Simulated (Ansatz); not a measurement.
# Si (I4_1/amd) in Ansatz: further runs

Aim: see how the results for Si move with the level of theory and the settings. Levels: PBE+D3(BJ), PBE+D4. Tasks: relaxation of cell and atoms.

Everything below comes from runs of Ansatz 0.2.0. Logs are shortened: lines on timing, memory, paths and dates and some standing lists are left out, and cuts for length are marked.

## 1. The crystal as given

It takes space group I4_1/amd (No. 141, tetragonal). Conventional cell: a = 4.743 Å, b = 4.743 Å, c = 2.659 Å, α = 90.00°, β = 90.00°, γ = 90.00°. Si (site symmetry -4m2) is surrounded by 6 Si at 2.46 to 2.66 Å.

This isn't the form of Si at room conditions, which is diamond.

## 2. Relaxation of cell and atoms, PBE+D3(BJ)

The input, input.yaml:

```yaml
crystal:
  lattice:
    - [-2.3713723045, 2.3713723045, 1.3292653899]
    - [2.3713723045, -2.3713723045, 1.3292653899]
    - [2.3713723045, 2.3713723045, -1.3292653899]
  atoms:
    - { symbol: Si, position: [0.5, 0.5, 0.0] }
    - { symbol: Si, position: [0.25, 0.75, 0.5] }
hamiltonian:
  xc: pbe
  pseudopotentials: { kind: paw }
  dispersion: d3bj
kpoints:
  mp_grid: { grid: [11, 11, 11] }
scf:
  occupations: { method: fermi_dirac, width: 0.05 }
output:
  forces: true
  stress: true
  eigenvalues: true
relax:
  f_tol: 0.01
  max_steps: 40
  cell: { stress_tol: 0.05 }
```

Potentials or basis: Ansatz PAW.

Started as:

```
$ ansatz run input.yaml --threads 2 --pin off --max-ram 5632MiB --backend cpu --events-out ev --progress --plain --runs-dir out
```

Standard output:

```text
Warning: RAYON_NUM_THREADS=2 ignored (pool sized by the plan → 2); use --threads N
Engine: ansatz 0.2.0, x86_64-unknown-linux-gnu
Pseudopotentials: kind: paw
Pseudopotential: Si, paw, valence charge 4, recommended cutoff 420 eV (normal), Si.paw.azcp
Functional definition: PBE
  parameter kappa = 0.804
  parameter beta = 0.06672455060314922
  exchange = pbe_x(kappa = kappa, mu = beta*pi^2/3)
  correlation = pbe_c(beta = beta)
Crystal: 2 atoms, lattice volume = 29.900 Å³
Basis set: ecut = 420 eV, 581 PW (Γ), exchange–correlation on 50×50×50 points (8 copies of the dense FFT grid, shifted against one another)
Bands: 8, of which v1, the nominal top of the filled ones, is band 4 counted from 1 (3 counted from 0)
Symmetry: 16 space group operations
Space group: I41/amd (ITA 141), of the structure as read, at distance tolerance 3.1e-5 Å
k-points: 126 of 1331
Non-local potential: Si, projectors of the file, l = 0: 2, l = 1: 2, l = 2: 2
PAW form: soft (Blöchl's): semilocal exchange-correlation on the pseudo side does not see the compensation charge
PAW one-centre angular grid: Si, 110 points (default); XC on 64 Gauss nodes
Initial density: superposition of atomic densities (neutral atoms: chi_scale 0, normalization atom), corrected by the library's trained network
Initial wavefunctions: pseudopotential atomic-orbital guess
Functional: x = pbe(κ = 0.804, μ = 0.2195149727645171), c = pbe(β = 0.06672455060314922)
SCF iter   1: F=—  HF=-1271.857614 eV  |F-HF|=—  |Δ(HF+E_count)|=         —  Δρ=1.54e-3  dr2=2.43e-4  ethr=1.77e-3  ⟨swp⟩=5.2  Hψ=8228  notcnv=0
preconditioner: auto → none  [metal: Δε(μ)=0.026 eV  Ē_g=10.225 eV  σ=0.050 eV  W_gap=0.13  n_scr=4 (ndim 8)  ℏωp=19.2 eV  f_vac=0.000  D(μ)=0.83/eV (n_scr^D=4)  sad-step TF]
SCF iter   2: F=—  HF=-1271.857791 eV  |F-HF|=—  |Δ(HF+E_count)|=   1.77e-4  Δρ=8.96e-4  dr2=8.10e-5  ethr=3.04e-6  ⟨swp⟩=2.2  Hψ=2316  notcnv=0
SCF iter   3: F=—  HF=-1271.857890 eV  |F-HF|=—  |Δ(HF+E_count)|=   9.90e-5  Δρ=7.55e-5  dr2=1.41e-6  ethr=1.01e-6  ⟨swp⟩=2.0  Hψ=1510  notcnv=0
SCF iter   4: F=—  HF=-1271.857889 eV  |F-HF|=—  |Δ(HF+E_count)|=   1.79e-7  Δρ=2.45e-5  dr2=1.33e-7  ethr=1.76e-8  ⟨swp⟩=1.0  Hψ=1003  notcnv=0
iter 5 did not close the SCF: its close was put off for the readings that it lacked (scf_convergence_deferred on its scf_iter line)
SCF iter   5: F=-1271.857890 eV  HF=-1271.857890 eV  |F-HF|=4.18e-10  |Δ(HF+E_count)|=   1.75e-8  Δρ=1.97e-6  dr2=1.05e-9  ethr=1.66e-9  ⟨swp⟩=2.0  Hψ=1506  notcnv=0
SCF iter   6: F=-1271.857890 eV  HF=-1271.857890 eV  |F-HF|=1.46e-11  |Δ(HF+E_count)|=  3.88e-10  Δρ=3.55e-7  dr2=3.29e-11  ethr=1.31e-11  ⟨swp⟩=1.1  Hψ=3097  notcnv=0
SCF 1 converged in 6 iterations: F = -1271.857890 eV  dr2 = 3.29e-11
relax step   1: F+E_penalty+E_count = -1271.85788950 eV  Δ(F+E_penalty+E_count) = +0.000e0 eV  max|allowed force component| = 1.735e-18 eV/Å  Δτ_max = 0.0000 Å  P = -1.266 GPa  Ω = 29.900 Å³  (6 SCF iters, dr2 threshold 1.00e-7 eV, accepted)
Crystal: 2 atoms, lattice volume = 29.591 Å³
Basis set: ecut = 420 eV, 557 PW (Γ), exchange–correlation on 50×50×50 points (8 copies of the dense FFT grid, shifted against one another)
Initial density: handed on by an earlier stage of this run
Initial wavefunctions: those handed on with the density
iter 1 solved again at ethr=1.46e-6 eV; its pass at ethr=3.10e-3 eV (dr2=1.17e-4 eV) is discarded
SCF iter   1: F=—  HF=-1271.860919 eV  |F-HF|=—  |Δ(HF+E_count)|=         —  Δρ=6.46e-4  dr2=1.31e-4  ethr=1.46e-6  ⟨swp⟩=2.6  Hψ=8760  notcnv=0
preconditioner: auto → none  [metal: Δε(μ)=0.007 eV  Ē_g=10.294 eV  σ=0.050 eV  W_gap=0.04  n_scr=4 (ndim 8)  ℏωp=19.3 eV  f_vac=0.000  D(μ)=0.89/eV (n_scr^D=4)]
SCF iter   2: F=—  HF=-1271.860875 eV  |F-HF|=—  |Δ(HF+E_count)|=   4.41e-5  Δρ=2.44e-4  dr2=1.70e-5  ethr=1.46e-6  ⟨swp⟩=1.0  Hψ=1012  notcnv=0
SCF iter   3: F=-1271.860869 eV  HF=-1271.860869 eV  |F-HF|=3.26e-9  |Δ(HF+E_count)|=   6.49e-6  Δρ=2.80e-5  dr2=1.25e-7  ethr=2.50e-9  ⟨swp⟩=3.7  Hψ=4983  notcnv=0
SCF 2 converged in 3 iterations: F = -1271.860869 eV  dr2 = 1.25e-7
relax step   2: F+E_penalty+E_count = -1271.86086884 eV  Δ(F+E_penalty+E_count) = -2.979e-3 eV  max|allowed force component| = 2.082e-17 eV/Å  Δτ_max = 0.0000 Å  P = -0.197 GPa  Ω = 29.591 Å³  energy of the carried Pulay correction = +5.067e-5 eV  (3 SCF iters, dr2 threshold 2.00e-7 eV, accepted)
Crystal: 2 atoms, lattice volume = 29.355 Å³
Basis set: ecut = 420 eV, 541 PW (Γ), exchange–correlation on 50×50×50 points (8 copies of the dense FFT grid, shifted against one another)
iter 1 solved again at ethr=7.32e-6 eV; its pass at ethr=3.10e-3 eV (dr2=5.85e-4 eV) is discarded
SCF iter   1: F=—  HF=-1271.864300 eV  |F-HF|=—  |Δ(HF+E_count)|=         —  Δρ=1.44e-3  dr2=6.67e-4  ethr=7.32e-6  ⟨swp⟩=2.2  Hψ=8901  notcnv=0
preconditioner: auto → none  [metal: Δε(μ)=0.007 eV  Ē_g=10.355 eV  σ=0.050 eV  W_gap=0.03  n_scr=4 (ndim 8)  ℏωp=19.4 eV  f_vac=0.000  D(μ)=1.00/eV (n_scr^D=4)]
SCF iter   2: F=—  HF=-1271.864078 eV  |F-HF|=—  |Δ(HF+E_count)|=   2.22e-4  Δρ=5.08e-4  dr2=7.86e-5  ethr=7.32e-6  ⟨swp⟩=1.0  Hψ=1019  notcnv=0
SCF iter   3: F=—  HF=-1271.864053 eV  |F-HF|=—  |Δ(HF+E_count)|=   2.57e-5  Δρ=4.12e-5  dr2=2.11e-7  ethr=9.82e-7  ⟨swp⟩=2.0  Hψ=1502  notcnv=0
SCF iter   4: F=-1271.864053 eV  HF=-1271.864053 eV  |F-HF|=2.56e-10  |Δ(HF+E_count)|=   1.18e-7  Δρ=4.33e-6  dr2=3.52e-9  ethr=2.50e-9  ⟨swp⟩=5.0  Hψ=5248  notcnv=0
SCF 3 converged in 4 iterations: F = -1271.864053 eV  dr2 = 3.52e-9
relax step   3: F+E_penalty+E_count = -1271.86405271 eV  Δ(F+E_penalty+E_count) = -3.184e-3 eV  max|allowed force component| = 2.776e-17 eV/Å  Δτ_max = 0.0000 Å  P = +0.676 GPa  Ω = 29.355 Å³  energy of the carried Pulay correction = +9.489e-5 eV  (4 SCF iters, dr2 threshold 2.00e-7 eV, accepted)
Crystal: 2 atoms, lattice volume = 29.239 Å³
iter 1 solved again at ethr=1.05e-5 eV; its pass at ethr=3.10e-3 eV (dr2=8.44e-4 eV) is discarded
SCF iter   1: F=—  HF=-1271.868287 eV  |F-HF|=—  |Δ(HF+E_count)|=         —  Δρ=1.78e-3  dr2=9.91e-4  ethr=1.05e-5  ⟨swp⟩=2.4  Hψ=8998  notcnv=0
preconditioner: auto → none  [metal: Δε(μ)=0.045 eV  Ē_g=10.394 eV  σ=0.050 eV  W_gap=0.22  n_scr=4 (ndim 8)  ℏωp=19.4 eV  f_vac=0.000  D(μ)=0.74/eV (n_scr^D=4)]
SCF iter   2: F=—  HF=-1271.867955 eV  |F-HF|=—  |Δ(HF+E_count)|=   3.31e-4  Δρ=6.26e-4  dr2=1.16e-4  ethr=1.05e-5  ⟨swp⟩=1.0  Hψ=1022  notcnv=0
SCF iter   3: F=—  HF=-1271.867916 eV  |F-HF|=—  |Δ(HF+E_count)|=   3.93e-5  Δρ=4.54e-5  dr2=2.31e-7  ethr=1.45e-6  ⟨swp⟩=2.0  Hψ=1482  notcnv=0
SCF iter   4: F=-1271.867916 eV  HF=-1271.867916 eV  |F-HF|=4.65e-10  |Δ(HF+E_count)|=   1.37e-7  Δρ=3.99e-6  dr2=2.48e-9  ethr=2.50e-9  ⟨swp⟩=5.0  Hψ=5154  notcnv=0
SCF 4 converged in 4 iterations: F = -1271.867916 eV  dr2 = 2.48e-9
relax step   4: F+E_penalty+E_count = -1271.86791617 eV  Δ(F+E_penalty+E_count) = -3.863e-3 eV  max|allowed force component| = 1.735e-17 eV/Å  Δτ_max = 0.0000 Å  P = +0.975 GPa  Ω = 29.239 Å³  energy of the carried Pulay correction = +1.233e-4 eV  (4 SCF iters, dr2 threshold 2.00e-7 eV, accepted)
Crystal: 2 atoms, lattice volume = 29.462 Å³
Basis set: ecut = 420 eV, 565 PW (Γ), exchange–correlation on 50×50×50 points (8 copies of the dense FFT grid, shifted against one another)
iter 1 solved again at ethr=1.82e-7 eV; its pass at ethr=3.10e-3 eV (dr2=1.46e-5 eV) is discarded
SCF iter   1: F=—  HF=-1271.868589 eV  |F-HF|=—  |Δ(HF+E_count)|=         —  Δρ=2.60e-4  dr2=1.50e-5  ethr=1.82e-7  ⟨swp⟩=2.3  Hψ=8597  notcnv=0
preconditioner: auto → none  [metal: Δε(μ)=0.053 eV  Ē_g=10.343 eV  σ=0.050 eV  W_gap=0.25  n_scr=4 (ndim 8)  ℏωp=19.3 eV  f_vac=0.000  D(μ)=0.75/eV (n_scr^D=4)]
SCF iter   2: F=—  HF=-1271.868584 eV  |F-HF|=—  |Δ(HF+E_count)|=   5.41e-6  Δρ=1.25e-4  dr2=3.22e-6  ethr=1.82e-7  ⟨swp⟩=1.0  Hψ=1008  notcnv=0
SCF iter   3: F=-1271.868582 eV  HF=-1271.868582 eV  |F-HF|=1.71e-9  |Δ(HF+E_count)|=   1.57e-6  Δρ=6.34e-6  dr2=6.03e-9  ethr=2.50e-9  ⟨swp⟩=3.0  Hψ=3596  notcnv=0
[... 11 lines left out ...]
Crystal: 2 atoms, lattice volume = 29.474 Å³
iter 1 solved again at ethr=3.47e-8 eV; its pass at ethr=3.10e-3 eV (dr2=2.77e-6 eV) is discarded
SCF iter   1: F=—  HF=-1271.868591 eV  |F-HF|=—  |Δ(HF+E_count)|=         —  Δρ=1.02e-4  dr2=3.22e-6  ethr=3.47e-8  ⟨swp⟩=2.5  Hψ=8541  notcnv=0
preconditioner: auto → none  [metal: Δε(μ)=0.048 eV  Ē_g=10.340 eV  σ=0.050 eV  W_gap=0.23  n_scr=4 (ndim 8)  ℏωp=19.3 eV  f_vac=0.000  D(μ)=0.75/eV (n_scr^D=4)]
SCF iter   2: F=—  HF=-1271.868591 eV  |F-HF|=—  |Δ(HF+E_count)|=   2.59e-7  Δρ=3.57e-5  dr2=3.74e-7  ethr=3.47e-8  ⟨swp⟩=1.0  Hψ=1028  notcnv=0
SCF iter   3: F=-1271.868591 eV  HF=-1271.868591 eV  |F-HF|=1.74e-10  |Δ(HF+E_count)|=   1.39e-7  Δρ=2.10e-6  dr2=5.21e-10  ethr=3.02e-10  ⟨swp⟩=2.8  Hψ=3671  notcnv=0
SCF 7 converged in 3 iterations: F = -1271.868591 eV  dr2 = 5.21e-10
relax step   7: F+E_penalty+E_count = -1271.86859079 eV  Δ(F+E_penalty+E_count) = -3.598e-6 eV  max|allowed force component| = 3.469e-18 eV/Å  Δτ_max = 0.0000 Å  P = +0.005 GPa  Ω = 29.474 Å³  energy of the carried Pulay correction = +8.680e-5 eV  (3 SCF iters, dr2 threshold 2.42e-8 eV, accepted)
iter 1 solved again at ethr=5.01e-9 eV; its pass at ethr=3.10e-3 eV (dr2=4.01e-7 eV) is discarded
SCF iter   1: F=—  HF=-1271.868593 eV  |F-HF|=—  |Δ(HF+E_count)|=         —  Δρ=3.87e-5  dr2=4.66e-7  ethr=5.01e-9  ⟨swp⟩=2.5  Hψ=8532  notcnv=0
preconditioner: auto → none  [metal: Δε(μ)=0.044 eV  Ē_g=10.340 eV  σ=0.050 eV  W_gap=0.21  n_scr=4 (ndim 8)  ℏωp=19.3 eV  f_vac=0.000  D(μ)=0.75/eV (n_scr^D=4)]
SCF iter   2: F=—  HF=-1271.868594 eV  |F-HF|=—  |Δ(HF+E_count)|=   6.57e-7  Δρ=1.35e-5  dr2=5.42e-8  ethr=5.01e-9  ⟨swp⟩=1.0  Hψ=1028  notcnv=0
SCF iter   3: F=-1271.868594 eV  HF=-1271.868594 eV  |F-HF|=1.66e-11  |Δ(HF+E_count)|=   2.03e-8  Δρ=7.27e-7  dr2=6.47e-11  ethr=1.22e-10  ⟨swp⟩=4.0  Hψ=3063  notcnv=0
SCF 8 converged in 3 iterations: F = -1271.868594 eV  dr2 = 6.47e-11
relax step   8: F+E_penalty+E_count = -1271.86859351 eV  Δ(F+E_penalty+E_count) = -2.726e-6 eV  max|allowed force component| = 2.082e-17 eV/Å  Δτ_max = 0.0000 Å  P = -0.000 GPa  Ω = 29.474 Å³  energy of the carried Pulay correction = +8.698e-5 eV  (3 SCF iters, dr2 threshold 9.77e-9 eV, accepted)
Initial wavefunctions: pseudopotential atomic-orbital guess (no wavefunctions were taken with the density)
iter 1 solved again at ethr=6.58e-9 eV; its pass at ethr=3.10e-3 eV (dr2=5.26e-7 eV) is discarded
SCF iter   1: F=—  HF=-1271.868572 eV  |F-HF|=—  |Δ(HF+E_count)|=         —  Δρ=2.04e-5  dr2=1.01e-8  ethr=6.58e-9  ⟨swp⟩=3.1  Hψ=11368  notcnv=0
SCF iter   2: F=—  HF=-1271.868573 eV  |F-HF|=—  |Δ(HF+E_count)|=   9.07e-7  Δρ=1.04e-5  dr2=2.58e-9  ethr=1.26e-10  ⟨swp⟩=2.1  Hψ=1517  notcnv=0
SCF iter   3: F=-1271.868573 eV  HF=-1271.868573 eV  |F-HF|=2.27e-12  |Δ(HF+E_count)|=   3.30e-8  Δρ=1.50e-7  dr2=1.77e-12  ethr=1.00e-12  ⟨swp⟩=4.2  Hψ=4706  notcnv=0
SCF 9 converged in 3 iterations: F = -1271.868573 eV  dr2 = 1.77e-12
relax step   9: F+E_penalty+E_count = -1271.86857265 eV  Δ(F+E_penalty+E_count) = +2.086e-5 eV  max|allowed force component| = 1.388e-17 eV/Å  Δτ_max = 0.0000 Å  P = -0.003 GPa  Ω = 29.474 Å³  stress off target by 1.69e-2 GPa  SCF on the basis re-selected at this cell (its energy is not comparable with the rows above)  (3 SCF iters)
basis re-selected at this cell: Δ(F+E_penalty+E_count) = +2.086e-5 eV, ΔP = -0.003 GPa vs the last step (what re-selecting the basis moved, of the pressure what is left beyond the Pulay correction that the steps carried, after the strain that the cell walked since its last selection, with what the two solves' SCF thresholds leave and, on support functions, any second-order correction that the steps lacked; it is no measure of the basis error at this ecutwfc). This SCF's stress stands 1.69e-2 GPa from its target on what of the cell is left free (relax.cell.stress_tol is 5.00e-2 GPa) and its largest allowed force component is 1.39e-17 eV/Å (relax.f_tol is 1.00e-2 eV/Å): within both
SCF converged after 3 iterations
Free energy (F): -1271.868573 eV
Harris-Foulkes:  -1271.868573 eV  (|F-HF|=2.27e-12)
Internal energy: -1271.862386 eV  (E = F + TS)
E sigma→0 (E₀):  -1271.865479 eV
Entropy (-TS):   -0.006187 eV (-3.093 meV/atom)
Fermi energy:    10.142816 eV
--- Per-component energies (eV) ---
  E_band       = 36.622514
  E_kinetic    = 83.248361
  E_local      = -2.065744  (includes V_loc(G=0)·N_el)
  E_nonlocal   = 51.273547
  E_hartree    = 2.230300
  E_xc         = -112.142543
  E_vxc        = -95.880432  (∫ρ·V_xc dr)
  E_paw        = -1024.974690  (= ΣΔE_a)
  E_vpaw       = -4.413831  (= ΣTr[D̂ρ^β])
  E_aug_tail   = 0.000013  (compensation charges beyond the density's cutoff)
  E_ewald      = -268.585954
  E_disp       = -0.845677  (pairwise vdW)
  E_smearing   = -0.006187  (= −TS)
  E_closure    = 0.000000  (closes the sum)
  Σ components = -1271.868573   (vs F -1271.868573, Δ=0.00e0)
--- Forces (eV/Å), atoms counted from 1 ---
  atom   1  Si     0.00000000     0.00000000     0.00000000
  atom   2  Si     0.00000000     0.00000000     0.00000000
  max |Σ_I F_I| component: 5.55e-17 eV/Å
--- Stress (GPa, compression-positive) ---
        0.003605       0.000000      -0.000000
        0.000000       0.003605      -0.000000
        0.000000      -0.000000      -0.016885
  P = ⅓ Tr σ = -0.0032 GPa (-0.032 kbar)
--- Band table (eV; the first three rows and the last of 126) ---
  k-point 0: bands = ["-3.9101", "7.4096", "7.4096", "7.7929", "11.4761", "17.8728", "19.0393", "19.0393"]
  k-point 1: bands = ["-3.8066", "5.9108", "7.5040", "8.8720", "12.1614", "16.5703", "18.2335", "20.1573"]
  k-point 2: bands = ["-3.4964", "4.1831", "7.7873", "9.6210", "13.9262", "14.9181", "16.8824", "19.9434"]
  k-point 125: bands = ["1.0224", "1.6027", "3.1532", "3.7268", "16.6970", "16.7276", "22.2467", "22.8530"]
--- Relaxed structure (8 steps of the walk, 8 accepted, 1 SCFs on fresh bases) ---
  F+E_penalty+E_count = -1271.86857265 eV   max|allowed force component| = 1.388e-17 eV/Å   (the final SCF, on the basis selected at the relaxed cell)
  cell:  # Å, volume = 29.4745 Å³
    - [-2.3942519098610897, 2.3942519098610897, 1.2854247321885612]
    - [2.3942519098610897, -2.3942519098610897, 1.2854247321885612]
    - [2.3942519098610897, 2.3942519098610897, -1.2854247321885612]
  atoms:
    - { symbol: Si, position: [0.5, 0.5, 6.357943495061321e-35] }
    - { symbol: Si, position: [0.24999999999999994, 0.7500000000000001, 0.5000000000000001] }
```

It took 3 s on 2 threads of AMD EPYC 9R45 (Zen 5), shared host; peak memory 0.39 GiB.

What came out:

```yaml
Free_energy: -1271.8686 eV
Relaxed_volume: 14.74 Å³/atom
Relaxed_cell: a = 3.622 Å, b = 3.622 Å, c = 3.622 Å, α = 97.24°, β = 97.24°, γ = 138.42°
Space_group_after_relaxing_to_0.05_Å: I4_1/amd (No. 141)
Energy_gained_by_relaxing: 5.3 meV/atom
Ionic_steps: 9
Pressure_after_relaxing: 0.0 GPa
Band_gap_on_the_k_mesh: none (metal or under the smearing width)
```

Step by step:
```tsv
step	energy change (eV)	largest force (eV/Å)	volume (Å³)
1	0.0000	0.0000	29.90
2	-0.0030	0.0000	29.59
3	-0.0062	0.0000	29.36
4	-0.0100	0.0000	29.24
5	-0.0107	0.0000	29.46
6	-0.0107	0.0000	29.48
7	-0.0107	0.0000	29.47
8	-0.0107	0.0000	29.47
9	-0.0107	0.0000	29.47
```

Final structure:
```cif
data_structure
_symmetry_space_group_name_H-M 'P 1'
_symmetry_Int_Tables_number 1
_cell_length_a 3.6218
_cell_length_b 3.6218
_cell_length_c 3.6218
_cell_angle_alpha 97.237
_cell_angle_beta 97.237
_cell_angle_gamma 138.423
_cell_volume 29.47
loop_
_atom_site_label
_atom_site_type_symbol
_atom_site_fract_x
_atom_site_fract_y
_atom_site_fract_z
_atom_site_occupancy
Si1 Si 0.50000 0.50000 0.00000 1
Si2 Si 0.25000 0.75000 0.50000 1
```

Caveat: the plane-wave basis is chosen anew once the cell has moved, so the energies of steps on either side of that aren't comparable; pairwise dispersion overbinds metals, which lowers pressure and volume.

## 3. Relaxation of cell and atoms, PBE+D4

Changes to input.yaml since step 2:

```diff
@@ -11,3 +11,3 @@
   pseudopotentials: { kind: paw }
-  dispersion: d3bj
+  dispersion: d4
 kpoints:
```

Potentials or basis: Ansatz PAW.

Started as:

```
$ ansatz run input.yaml --threads 2 --pin off --max-ram 5632MiB --backend cpu --events-out ev --progress --plain --runs-dir out
```

It took 3.1 s on 2 threads of AMD EPYC 9R45 (Zen 5), shared host; peak memory 0.39 GiB.

Results (log left out):

- Free energy: -1271.8967 eV
- Relaxed volume: 14.78 Å³/atom
- Relaxed cell: a = 3.625 Å, b = 3.625 Å, c = 3.625 Å, α = 97.24°, β = 97.24°, γ = 138.42°
- Space group after relaxing (to 0.05 Å): I4_1/amd (No. 141)
- Energy gained by relaxing: 5.0 meV/atom
- Ionic steps: 8
- Pressure after relaxing: 0.0 GPa
- Band gap on the k mesh: none (metal or under the smearing width)

Step by step:
```tsv
step	energy change (eV)	largest force (eV/Å)	volume (Å³)
1	0.0000	0.0000	29.90
2	-0.0023	0.0000	29.65
3	-0.0062	0.0000	29.42
4	-0.0081	0.0000	29.28
5	-0.0098	0.0000	29.55
6	-0.0100	0.0000	29.56
7	-0.0100	0.0000	29.55
8	-0.0100	0.0000	29.55
```

Final structure:
```
Si
1.0
    -2.39619    2.39619    1.28665
     2.39619   -2.39619    1.28665
     2.39619    2.39619   -1.28665
Si
2
Direct
  0.50000 0.50000 0.00000
  0.25000 0.75000 0.50000
```

Levels at points of the mesh, in eV from the Fermi level:
```csv
k point,band 1,band 2,band 3,band 4,band 5,band 6,band 7,band 8
"(0.00, 0.00, 0.00)",-14.03,-2.73,-2.73,-2.36,1.35,7.72,8.88,8.88
```

Caveat: the plane-wave basis is chosen anew once the cell has moved, so the energies of steps on either side of that aren't comparable; pairwise dispersion overbinds metals, which lowers pressure and volume.
